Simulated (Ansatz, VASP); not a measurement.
## One calculation of BP, two programs

```
B P
1.0
     0.00000    2.24250    2.24250
     2.24250    0.00000    2.24250
     2.24250    2.24250    0.00000
B P
1 1
Cartesian
  0.0000 0.0000 0.0000
  1.1213 1.1213 1.1213
```

Alike in both runs: functional revPBE; dispersion D3(BJ); k mesh 8 × 8 × 8; no spin polarisation.

Ansatz relaxed the structure, and its values are those at the end. VASP's run is a single point on that final structure, the one shown.

|  | VASP | Ansatz |
| --- | --- | --- |
| version | VASP 6.6.1 | Ansatz 0.2.0 |
| potentials or method | VASP PAW PBE potentials, release 64 (B, P) | plane waves, PAW |
| plane-wave cutoff (eV) | 520 | 420 |
| occupations | gaussian, width 0.01 eV | fixed |
| valence electrons in the cell | 8 | 8 |

Ansatz gave:

| Property | Result |
| --- | --- |
| pressure (GPa) | 0.0 |
| dispersion energy (meV/atom) | -675.9 |

Q: Which values does VASP return?

A: Pressure (GPa): -0.5; dispersion energy (meV/atom): -675.9.

Caveats: the PAW data sets were made with another functional, which shifts forces and pressure a little (VASP). A k mesh can miss the band edges.
